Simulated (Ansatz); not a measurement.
# Te2Mo (Pm) in Ansatz: a series of runs

Aim: see how the results for Te2Mo move with the level of theory and the settings. Levels: PBEsol+D3(BJ), RPBE+D4. Tasks: relaxation of cell and atoms.

Everything below comes from runs of Ansatz 0.2.0. Logs are shortened: lines on timing, memory, paths and dates and some standing lists are left out, and cuts for length are marked.

## Step 1: Starting point

It takes space group Pm (No. 6, monoclinic). Conventional cell: a = 6.346 Å, b = 3.494 Å, c = 14.866 Å, α = 90.00°, β = 92.12°, γ = 90.00°. Around Te (site symmetry m) lie 3 Mo at 2.82 to 2.84 Å. Te (site symmetry m) has 3 Mo at 2.82 to 2.84 Å as nearest neighbours. Te (site symmetry m) has 3 Mo at 2.70 to 2.71 Å as nearest neighbours. Around Te (site symmetry m) lie 3 Mo at 2.70 to 2.71 Å. Te (site symmetry m) is surrounded by 3 Mo at 2.70 to 2.71 Å. Te (site symmetry m) is surrounded by 3 Mo at 2.70 to 2.71 Å. Around Te (site symmetry m) lie 3 Mo at 2.82 to 2.84 Å. Te (site symmetry m) is surrounded by 3 Mo at 2.82 to 2.84 Å.

The cell is a database's computed one.

## Step 2: Relaxation of cell and atoms, PBEsol+D3(BJ)

The input, input.yaml:

```yaml
crystal:
  lattice:
    - [6.3464495577, 0.0, 0.0]
    - [0.0, 3.49421554, 0.0]
    - [-0.5490254083, 0.0, 14.8561586148]
  atoms:
    - { symbol: Te, position: [0.06308657, 0.5, 0.40139181] }
    - { symbol: Te, position: [0.93626097, 0.0, 0.59892358] }
    - { symbol: Te, position: [0.56720469, 0.0, 0.36206281] }
    - { symbol: Te, position: [0.43253951, 0.5, 0.63827401] }
    - { symbol: Te, position: [0.09104745, 0.0, 0.13792275] }
    - { symbol: Te, position: [0.90945389, 0.5, 0.86175202] }
    - { symbol: Te, position: [0.58109276, 0.5, 0.09854983] }
    - { symbol: Te, position: [0.41934698, 0.0, 0.90115399] }
    - { symbol: Mo, position: [0.31968622, 0.0, 0.50682682] }
    - { symbol: Mo, position: [0.6797845, 0.5, 0.49352002] }
    - { symbol: Mo, position: [0.1814915, 0.5, 0.00653163] }
    - { symbol: Mo, position: [0.81900395, 0.0, 0.99308972] }
hamiltonian:
  xc: pbesol
  pseudopotentials: { kind: paw }
  dispersion: d3bj
kpoints:
  mp_grid: { grid: [4, 8, 2] }
scf:
  occupations: { method: fermi_dirac, width: 0.05 }
output:
  forces: true
  stress: true
  eigenvalues: true
relax:
  f_tol: 0.01
  max_steps: 40
  cell: { stress_tol: 0.05 }
```

Potentials or basis: Ansatz PAW.

The run is started by

```
$ ansatz run input.yaml --threads 4 --pin off --max-ram 11264MiB --backend cpu --events-out ev --progress --plain --runs-dir out
```

The program printed:

```text
Warning: RAYON_NUM_THREADS=4 ignored (pool sized by the plan → 4); use --threads N
Engine: ansatz 0.2.0, aarch64-unknown-linux-gnu
Pseudopotentials: kind: paw
Pseudopotential: Te, paw, valence charge 16, recommended cutoff 420 eV (normal), Te.paw.azcp
Pseudopotential: Mo, paw, valence charge 14, recommended cutoff 420 eV (normal), Mo.paw.azcp
Functional definition: PBEsol
  exchange = pbesol_x
  correlation = pbesol_c
Crystal: 12 atoms, lattice volume = 329.448 Å³
Basis set: ecut = 420 eV, 6429 PW (Γ), exchange–correlation on 90×48×200 points (8 copies of the dense FFT grid, shifted against one another)
Bands: 111, of which v1, the nominal top of the filled ones, is band 92 counted from 1 (91 counted from 0)
Symmetry: 2 space group operations
Space group: Pm (ITA 6), of the structure as read, at distance tolerance 6.9e-5 Å
k-points: 30 of 64 (time reversal used)
Non-local potential: Te, projectors of the file, l = 0: 2, l = 1: 2, l = 2: 2, l = 3: 2
Non-local potential: Mo, projectors of the file, l = 0: 3, l = 1: 2, l = 2: 2, l = 3: 1
PAW form: soft (Blöchl's): semilocal exchange-correlation on the pseudo side does not see the compensation charge
PAW frozen core: Te, regenerated for the run's functional, and the local potential with it (the file was generated under x = pbe(κ = 0.804, μ = 0.2195149727645171), c = pbe(β = 0.06672455060314922))
PAW frozen core: Mo, regenerated for the run's functional, and the local potential with it (the file was generated under x = pbe(κ = 0.804, μ = 0.2195149727645171), c = pbe(β = 0.06672455060314922))
PAW one-centre angular grid: Te, 590 points (default); XC on 64 Gauss nodes
PAW one-centre angular grid: Mo, 590 points (default); XC on 64 Gauss nodes
Initial density: superposition of atomic densities (neutral atoms: chi_scale 0, normalization atom), corrected by the library's trained network
Initial wavefunctions: pseudopotential atomic-orbital guess
Functional: x = pbesol(κ = 0.804, μ = 0.12345679012345678), c = pbesol(β = 0.046)
SCF iter   1: F=—  HF=-74810.621953 eV  |F-HF|=—  |Δ(HF+E_count)|=         —  Δρ=6.82e-3  dr2=2.76e-1  ethr=1.77e-3  ⟨swp⟩=6.1  Hψ=12190  notcnv=0  defer=41
preconditioner: auto → LDOS  [metal: Δε(μ)=0.020 eV  Ē_g=7.124 eV  σ=0.050 eV  W_gap=0.10  n_scr=92 (ndim 8)  ℏωp=17.4 eV  f_vac=0.086  D(μ)=2.99/eV (n_scr^D=14)  β→1.0]
SCF iter   2: F=—  HF=-74810.716707 eV  |F-HF|=—  |Δ(HF+E_count)|=   9.48e-2  Δρ=9.64e-3  dr2=1.07e0  ethr=1.50e-4  ⟨swp⟩=3.0  Hψ=5888  notcnv=0  defer=232
SCF iter   3: F=—  HF=-74810.608152 eV  |F-HF|=—  |Δ(HF+E_count)|=   1.09e-1  Δρ=1.40e-3  dr2=2.72e-2  ethr=1.50e-4  ⟨swp⟩=3.0  Hψ=4497  notcnv=0  defer=232
[... 149 lines left out ...]
--- Forces (eV/Å), atoms counted from 1 ---
  atom   1  Te    -0.00149528    -0.00000000    -0.00103573
  atom   2  Te     0.00147557     0.00000000     0.00100750
  atom   3  Te    -0.00159229     0.00000000     0.00075628
  atom   4  Te     0.00164448    -0.00000000    -0.00073058
  atom   5  Te    -0.00104430    -0.00000000    -0.00139553
  atom   6  Te     0.00103508     0.00000000     0.00139290
  atom   7  Te    -0.00212515    -0.00000000     0.00113189
  atom   8  Te     0.00207479     0.00000000    -0.00117699
  atom   9  Mo     0.00043945    -0.00000000     0.00044457
  atom  10  Mo    -0.00050653     0.00000000    -0.00040511
  atom  11  Mo    -0.00023226     0.00000000     0.00098803
  atom  12  Mo     0.00032642    -0.00000000    -0.00097711
  max |Σ_I F_I| component: 1.25e-7 eV/Å
--- Stress (GPa, compression-positive) ---
       -0.029707      -0.000000      -0.001855
       -0.000000      -0.011401      -0.000000
       -0.001855      -0.000000      -0.028935
  P = ⅓ Tr σ = -0.0233 GPa (-0.233 kbar)
--- Band table (eV; the first three rows and the last of 30) ---
  k-point 0: bands = ["-46.7378", "-46.7171", "-46.6683", "-46.6483", "-22.8980", "-22.8893", "-22.8868", "-22.8851", "-22.8593", "-22.8559", "-22.8556", "-22.8544", "-22.8500", "-22.8490", "-22.8448", "-22.8442", "-22.8429", "-22.8362", "-22.8339", "-22.8339", "-22.8315", "-22.8306", "-22.8167", "-22.8131", "-22.8128", "-22.8107", "-22.8026", "-22.8021", "-22.7967", "-22.7946", "-22.7936", "-22.7901", "-22.7889", "-22.7862", "-22.7836", "-22.7793", "-22.7713", "-22.7658", "-22.7569", "-22.7458", "-22.7348", "-22.7245", "-22.7165", "-22.7109", "-21.0552", "-21.0364", "-20.9348", "-20.9207", "-20.9145", "-20.8980", "-20.7770", "-20.7515", "-20.7387", "-20.7179", "-20.5979", "-20.5763", "0.3845", "1.0381", "1.3025", "2.3425", "2.4280", "2.6886", "2.8430", "3.1918", "7.7179", "7.8081", "8.3169", "8.5124", "9.2874", "9.4992", "9.6534", "9.9148", "10.3599", "11.3548", "11.4470", "11.5248", "11.6002", "11.6578", "11.8672", "11.9360", "12.2356", "12.3826", "12.6763", "12.9004", "13.1049", "13.3324", "13.5982", "13.7357", "13.9657", "13.9774", "14.4390", "14.6287", "14.8475", "14.9785", "15.0463", "15.2084", "15.2553", "16.0863", "16.1569", "16.3500", "16.5966", "17.0309", "17.1899", "17.2102", "17.2570", "17.5587", "17.8326", "18.1850", "18.8291", "18.9809", "19.1764"]
  k-point 1: bands = ["-46.7378", "-46.7171", "-46.6683", "-46.6483", "-22.8980", "-22.8894", "-22.8868", "-22.8851", "-22.8591", "-22.8558", "-22.8551", "-22.8545", "-22.8501", "-22.8500", "-22.8442", "-22.8440", "-22.8439", "-22.8362", "-22.8340", "-22.8338", "-22.8313", "-22.8305", "-22.8160", "-22.8149", "-22.8131", "-22.8081", "-22.8031", "-22.8026", "-22.7964", "-22.7946", "-22.7932", "-22.7906", "-22.7893", "-22.7862", "-22.7836", "-22.7791", "-22.7711", "-22.7659", "-22.7569", "-22.7458", "-22.7348", "-22.7244", "-22.7165", "-22.7109", "-21.0552", "-21.0364", "-20.9348", "-20.9207", "-20.9145", "-20.8980", "-20.7770", "-20.7514", "-20.7387", "-20.7179", "-20.5979", "-20.5763", "0.5656", "0.6041", "1.9545", "1.9833", "2.4284", "2.4357", "3.1138", "3.1205", "7.8760", "7.9744", "8.3340", "8.4123", "8.8704", "9.1530", "9.6814", "10.2046", "10.8953", "11.2183", "11.5254", "11.5298", "11.5686", "11.5855", "11.7864", "11.8384", "12.1872", "12.4076", "12.6670", "12.8092", "13.2739", "13.4130", "13.4641", "13.5525", "14.1178", "14.1525", "14.4535", "14.7000", "14.7031", "14.7776", "15.1173", "15.2017", "15.6649", "16.0671", "16.2749", "16.3112", "16.3237", "16.3249", "17.4929", "17.5043", "17.6082", "17.6219", "17.6813", "17.6940", "19.0326", "19.2241", "19.3884"]
  k-point 2: bands = ["-46.7341", "-46.7135", "-46.6699", "-46.6498", "-22.8958", "-22.8894", "-22.8847", "-22.8840", "-22.8570", "-22.8566", "-22.8532", "-22.8519", "-22.8513", "-22.8472", "-22.8447", "-22.8439", "-22.8404", "-22.8381", "-22.8377", "-22.8363", "-22.8296", "-22.8293", "-22.8173", "-22.8142", "-22.8130", "-22.8117", "-22.8043", "-22.8004", "-22.7962", "-22.7957", "-22.7913", "-22.7905", "-22.7886", "-22.7860", "-22.7842", "-22.7791", "-22.7709", "-22.7655", "-22.7580", "-22.7478", "-22.7343", "-22.7244", "-22.7162", "-22.7106", "-21.0494", "-21.0304", "-20.9477", "-20.9256", "-20.9230", "-20.9019", "-20.7872", "-20.7640", "-20.7406", "-20.7176", "-20.5976", "-20.5761", "0.5731", "1.2227", "1.4400", "2.4607", "2.5361", "2.8035", "2.9204", "3.2988", "7.9083", "8.0006", "8.4858", "8.6474", "9.3260", "9.6041", "9.7923", "9.8320", "10.3266", "10.9594", "11.1142", "11.2462", "11.3896", "11.6303", "11.7687", "11.9676", "12.1716", "12.2542", "12.2977", "12.7504", "12.9062", "13.0478", "13.1613", "13.1859", "13.6262", "13.9220", "13.9512", "14.2136", "14.2187", "14.9074", "15.3051", "15.3723", "15.4736", "16.0094", "16.0306", "16.2164", "16.3353", "16.4625", "16.6672", "16.9533", "17.0106", "17.4823", "17.6631", "17.7052", "19.0989", "19.1781", "20.2787"]
  k-point 29: bands = ["-46.6958", "-46.6958", "-46.6755", "-46.6755", "-22.9052", "-22.9052", "-22.8648", "-22.8648", "-22.8625", "-22.8625", "-22.8607", "-22.8607", "-22.8482", "-22.8482", "-22.8427", "-22.8427", "-22.8327", "-22.8327", "-22.8253", "-22.8253", "-22.8236", "-22.8236", "-22.8206", "-22.8206", "-22.8161", "-22.8161", "-22.8037", "-22.8037", "-22.7976", "-22.7976", "-22.7881", "-22.7881", "-22.7828", "-22.7828", "-22.7692", "-22.7692", "-22.7671", "-22.7671", "-22.7596", "-22.7596", "-22.7277", "-22.7277", "-22.7121", "-22.7121", "-21.0807", "-21.0807", "-21.0586", "-21.0586", "-20.8420", "-20.8420", "-20.8217", "-20.8217", "-20.6619", "-20.6619", "-20.6391", "-20.6391", "2.8400", "2.8400", "3.0121", "3.0121", "3.2042", "3.2042", "3.3481", "3.3481", "7.7586", "7.7586", "7.8877", "7.8877", "8.7439", "8.7439", "8.9672", "8.9672", "10.2558", "10.2558", "10.5241", "10.5241", "11.2387", "11.2387", "11.4047", "11.4047", "11.7932", "11.7933", "11.8356", "11.8356", "12.1447", "12.1447", "12.3061", "12.3062", "13.0253", "13.0253", "13.1531", "13.1531", "15.2562", "15.2562", "15.2981", "15.2981", "15.8421", "15.8421", "16.0177", "16.0177", "16.2825", "16.2826", "16.5413", "16.5414", "17.4665", "17.4665", "17.7754", "17.7754", "18.7640", "18.7640", "19.0259"]
--- Relaxed structure (9 steps of the walk, 8 accepted, 1 SCFs on fresh bases) ---
  F+E_penalty+E_count = -74811.71919680 eV   max|allowed force component| = 2.125e-3 eV/Å   (the final SCF, on the basis selected at the relaxed cell)
  cell:  # Å, volume = 275.1308 Å³
    - [6.268581085257219, 2.1498933871491996e-17, -0.09682259057251422]
    - [1.1836840133087645e-17, 3.417684373449563, 1.0499947242969541e-16]
    - [-0.7689373418111068, 4.445604666101463e-16, 12.85403626303089]
  atoms:
    - { symbol: Te, position: [0.05179831858263267, 0.5000000000000001, 0.3909810445003038] }
    - { symbol: Te, position: [0.948216947559354, -9.530860296000564e-18, 0.6090192475644843] }
    - { symbol: Te, position: [0.5562131148520032, 1.962693170418063e-17, 0.3412727688450173] }
    - { symbol: Te, position: [0.44379920213269236, 0.5, 0.6587259321805002] }
    - { symbol: Te, position: [0.096252786969851, -2.0337399382817036e-17, 0.15946536178093507] }
    - { symbol: Te, position: [0.9037335403711895, 0.5000000000000001, 0.840535046976928] }
    - { symbol: Te, position: [0.5886274242970158, 0.5000000000000001, 0.10849596780618527] }
    - { symbol: Te, position: [0.41135782964356493, 9.109824821757688e-18, 0.8915043088468994] }
    - { symbol: Mo, position: [0.31918188649556734, 6.943801068915206e-19, 0.5060912903096205] }
    - { symbol: Mo, position: [0.6808337479401718, 0.5, 0.49390763916316943] }
    - { symbol: Mo, position: [0.18292844434067276, 0.5000000000000001, 0.008095722322597271] }
    - { symbol: Mo, position: [0.8170557468152858, 1.1187614942222965e-18, 0.9919046597033597] }
```

It took 5.5 min on 4 threads of Arm Neoverse V2, shared host; peak memory 1.6 GiB.

What came out:

```yaml
Free_energy: -74811.7192 eV
Relaxed_volume: 22.93 Å³/atom
Relaxed_cell: a = 6.269 Å, b = 3.418 Å, c = 12.877 Å, α = 90.00°, β = 94.31°, γ = 90.00°
Space_group_after_relaxing_to_0.05_Å: P2_1/m (No. 11)
Energy_gained_by_relaxing: 92.9 meV/atom
Ionic_steps: 9
Pressure_after_relaxing: 0.0 GPa
Band_gap_on_the_k_mesh: none (metal or under the smearing width)
```

Forces in eV/Å, atoms in the order of the input:
```
Te  -0.001  0.000 -0.001
Te   0.001  0.000  0.001
Te  -0.002  0.000  0.001
Te   0.002  0.000 -0.001
Te  -0.001  0.000 -0.001
Te   0.001  0.000  0.001
Te  -0.002  0.000  0.001
Te   0.002  0.000 -0.001
Mo   0.000  0.000  0.000
Mo  -0.001  0.000  0.000
Mo   0.000  0.000  0.001
Mo   0.000  0.000 -0.001
```

The path:
```tsv
step	energy change (eV)	largest force (eV/Å)	volume (Å³)
1	0.0000	0.2373	329.45
2	-0.4216	1.0118	291.16
3	-0.9089	0.2291	281.29
4	-1.1018	0.4039	276.97
5	-1.1030	0.2660	274.35
6	-1.1207	0.0468	275.43
7	-1.1225	0.0129	275.05
8	-1.1225	0.0023	275.13
9	-1.1150	0.0024	275.13
```

Final structure:
```
Te Mo
1.0
     6.26858    0.00000   -0.09682
     0.00000    3.41768    0.00000
    -0.76894    0.00000   12.85404
Te Mo
8 4
Cartesian
  0.0241 1.7088 5.0207
  5.4757 0.0000 7.7365
  3.2242 0.0000 4.3329
  2.2755 1.7088 8.4243
  0.4807 0.0000 2.0405
  5.0188 1.7088 10.7168
  3.6064 1.7088 1.3376
  1.8931 0.0000 11.4196
  1.6117 0.0000 6.4744
  3.8881 1.7088 6.2828
  1.1405 1.7088 0.0864
  4.3591 0.0000 12.6709
```

Caveat: the volume moved by over 15 % at a fixed basis, so the end points are rough; the plane-wave basis is chosen anew once the cell has moved, so the energies of steps on either side of that aren't comparable; the PAW data sets come from PBE, with cores solved anew for the run's functional, which leaves a small shift of forces and pressure. Spin-orbit coupling is left out, which matters for the levels of Te.

## Step 3: Relaxation of cell and atoms, RPBE+D4

input.yaml: that of step 2 with these lines changed.

```diff
@@ -19,7 +19,7 @@
 hamiltonian:
-  xc: pbesol
+  xc: rpbe
   pseudopotentials: { kind: paw }
-  dispersion: d3bj
+  dispersion: d4
 kpoints:
-  mp_grid: { grid: [4, 8, 2] }
+  mp_grid: { grid: [3, 6, 2] }
 scf:
```

Potentials or basis: Ansatz PAW.

The run is started by

```
$ ansatz run input.yaml --threads 4 --pin off --max-ram 11264MiB --backend cpu --events-out ev --progress --plain --runs-dir out
```

Run time: 3.8 min. Hardware: 4 threads of Arm Neoverse V2, shared host; peak memory 1.3 GiB.

The run converged. Its results:

```yaml
Free_energy: -75778.0250 eV
Relaxed_volume: 23.65 Å³/atom
Relaxed_cell: a = 6.313 Å, b = 3.451 Å, c = 13.078 Å, α = 90.00°, β = 95.00°, γ = 90.00°
Space_group_after_relaxing_to_0.05_Å: P2_1/m (No. 11)
Energy_gained_by_relaxing: 57.1 meV/atom
Ionic_steps: 12
Pressure_after_relaxing: 0.0 GPa
Band_gap_on_the_k_mesh: none (metal or under the smearing width)
```

The path:
```csv
step,energy change (eV),largest force (eV/Å),volume (Å³)
1,0.0000,0.2396,329.45
2,-0.0948,0.2946,290.73
3,-0.5406,0.5931,287.79
4,-0.5840,0.3543,294.39
5,-0.6481,0.1113,288.67
6,-0.6687,0.1377,284.17
7,-0.6873,0.0931,284.51
8,-0.6911,0.0476,283.54
9,-0.6920,0.0232,283.83
10,-0.6924,0.0101,283.86
11,-0.6924,0.0007,283.84
12,-0.6854,0.0005,283.84
```

Final structure:
```
Te Mo
1.0
     6.31149    0.00000   -0.13492
     0.00000    3.45108    0.00000
    -0.86183    0.00000   13.04966
Te Mo
8 4
Direct
  0.04933 0.50000 0.39082
  0.95069 0.00000 0.60918
  0.55319 0.00000 0.34275
  0.44682 0.50000 0.65725
  0.10113 0.00000 0.15805
  0.89886 0.50000 0.84195
  0.59256 0.50000 0.10896
  0.40742 0.00000 0.89104
  0.31851 0.00000 0.50582
  0.68150 0.50000 0.49418
  0.18391 0.50000 0.00792
  0.81608 0.00000 0.99208
```

Levels at points of the mesh, in eV from the Fermi level:
```
             k point  band 89  band 90  band 91  band 92  band 93  band 94  band 95  band 96
  (0.00, 0.00, 0.00)    -0.32    -0.28     0.13     0.35     0.52     0.67     0.74     0.94
 (0.00, 0.00, -0.50)    -0.14    -0.12     0.14     0.31     0.38     0.51     0.80     0.90
 (0.00, -0.50, 0.00)    -1.62    -1.62    -1.43    -1.43     0.89     0.89     1.16     1.16
(0.00, -0.50, -0.50)    -1.65    -1.65    -1.47    -1.47     0.83     0.83     1.18     1.18
```

Caveat: the plane-wave basis is chosen anew once the cell has moved, so the energies of steps on either side of that aren't comparable; the PAW data sets come from PBE, with cores solved anew for the run's functional, which leaves a small shift of forces and pressure. The run has no spin-orbit coupling, so splittings on Te are missing.
